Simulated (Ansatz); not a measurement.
# LAPW volumes and bulk moduli in simple lattices

All-electron LAPW (Ansatz 0.2.0), scalar-relativistic, no spin, Fermi–Dirac smearing 0.136 eV, k-meshes of 8 to 18 points an axis; Birch–Murnaghan fits to pressures. Some or most of these lattices are hypothetical for the element, and V0 is the minimum nearest the starting volume; lattices without a usable fit are left out; mesh and smearing are coarse, and magnetic elements are treated as non-magnetic.

```tsv
element	lattice	functional	V0 (Å³/atom)	B0 (GPa)	B′	k-points per axis
Rb	bcc	LDA	77.71	3.5	3.8	9
Rb	bcc	PBE	91.67	2.7	3.8	8
Rb	fcc	LDA	77.97	3.5	3.7	9
Rb	fcc	PBE	91.99	2.7	3.8	8
Rb	fcc	PBEsol	87.11	2.8	3.7	8
Rb	sc	LDA	84.55	2.7	3.8	8
Rb	sc	PBEsol	93.73	2.2	3.8	8
```

Task: Give V0 and B0 for sc Rb in PBE.

Result: 99.45 Å³/atom and 2.1 GPa.

Task: Give V0 and B0 for bcc Rb in PBEsol.

Result: 86.80 Å³/atom and 2.9 GPa.
